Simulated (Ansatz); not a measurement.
# VO2: the cost of one run

Program: Ansatz 0.2.0. Level of theory: DFT PBEsol without U, plane waves, PAW. These are calculated values, not measurements.

## Step 1: The structure to begin with

The structure is tetragonal, space group P4_2/mnm (No. 136). The conventional cell has a = 4.555 Å, b = 4.555 Å, c = 2.853 Å, α = 90.00°, β = 90.00°, γ = 90.00°. V (site symmetry mmm) is surrounded by 6 O at 1.92 to 1.93 Å. Around O (site symmetry m2m) lie 3 V at 1.92 to 1.93 Å.

Structure file:

```cif
data_structure
_symmetry_space_group_name_H-M 'P4_2/mnm'
_symmetry_Int_Tables_number 136
_cell_length_a 4.5546
_cell_length_b 4.5546
_cell_length_c 2.8528
_cell_angle_alpha 90.000
_cell_angle_beta 90.000
_cell_angle_gamma 90.000
_cell_volume 59.18
loop_
_atom_site_label
_atom_site_type_symbol
_atom_site_symmetry_multiplicity
_atom_site_Wyckoff_symbol
_atom_site_fract_x
_atom_site_fract_y
_atom_site_fract_z
_atom_site_occupancy
V1 V 2 a 0.00000 0.00000 0.00000 1
O1 O 4 f 0.30010 0.30010 0.00000 1
```

Magnetic order typed: opposed in the cell.

An earlier series on this cell reached its lowest free state from «random orbitals: fully mixed, first filling», perhaps among other starts.

## Step 2: Random orbitals: single harmonics, second filling

The input, input.yaml:

```yaml
crystal:
  lattice:
    - [4.55460075, 0.0, 0.0]
    - [0.0, 4.55460075, 0.0]
    - [0.0, 0.0, 2.85280047]
  atoms:
    - { symbol: V, position: [0.0, 0.0, 0.0], spin: 1.0 }
    - { symbol: V, position: [0.5, 0.5, 0.5], spin: -1.0 }
    - { symbol: O, position: [0.3001, 0.3001, 0.0] }
    - { symbol: O, position: [0.1999, 0.8001, 0.5] }
    - { symbol: O, position: [0.6999, 0.6999, 0.0] }
    - { symbol: O, position: [0.8001, 0.1999, 0.5] }
basis:
  ecutwfc: 420
  ecutrho_ratio: 4
kpoints:
  mp_grid: { grid: [4, 4, 7] }
hamiltonian:
  xc: pbesol
  hubbard:
    sites:
      - { site: 0, l: d, u_eff: 0.0, starting_ns: [{ spin: up, occupation_matrix: s0up }, { spin: down, occupation_matrix: s0down }] }
      - { site: 1, l: d, u_eff: 0.0, starting_ns: [{ spin: up, occupation_matrix: s1up }, { spin: down, occupation_matrix: s1down }] }
    occupation_matrices:
      s0up:
        matrix:
          - [0.02, 0.0, 0.0, 0.0, 0.0]
          - [0.0, 0.02, 0.0, 0.0, 0.0]
          - [0.0, 0.0, 0.02, 0.0, 0.0]
          - [0.0, 0.0, 0.0, 0.02, 0.0]
          - [0.0, 0.0, 0.0, 0.0, 0.97]
      s0down:
        matrix:
          - [0.02, 0.0, 0.0, 0.0, 0.0]
          - [0.0, 0.02, 0.0, 0.0, 0.0]
          - [0.0, 0.0, 0.02, 0.0, 0.0]
          - [0.0, 0.0, 0.0, 0.02, 0.0]
          - [0.0, 0.0, 0.0, 0.0, 0.02]
      s1up:
        matrix:
          - [0.02, 0.0, 0.0, 0.0, 0.0]
          - [0.0, 0.02, 0.0, 0.0, 0.0]
          - [0.0, 0.0, 0.02, 0.0, 0.0]
          - [0.0, 0.0, 0.0, 0.02, 0.0]
          - [0.0, 0.0, 0.0, 0.0, 0.02]
      s1down:
        matrix:
          - [0.97, 0.0, 0.0, 0.0, 0.0]
          - [0.0, 0.02, 0.0, 0.0, 0.0]
          - [0.0, 0.0, 0.02, 0.0, 0.0]
          - [0.0, 0.0, 0.0, 0.02, 0.0]
          - [0.0, 0.0, 0.0, 0.0, 0.02]
    ns_hold: until_converged
scf:
  occupations: { method: gaussian, width: 0.05 }
  lower_state_search: "off"
  max_iter: 150
output:
  forces: true
  stress: true
  eigenvalues: true
  populations: true
  hubbard: { sites: [{ site: 0, l: d }, { site: 1, l: d }] }
magnetization:
  spin_polarized: true
```

The typed matrices put 0.97 on the chosen orbitals and 0.02 on the others, and are held until the SCF converges, then released.

Started as:

```
$ ansatz run input.yaml --threads 4 --pin off --max-ram 6144MiB --backend cpu --events-out ev --progress --plain --runs-dir out
```

Q: Estimate wall time and peak memory on 4 threads of Intel Xeon 6975P-C (Granite Rapids), shared host.

About 6.8 s, with a peak of 0.49 GiB.
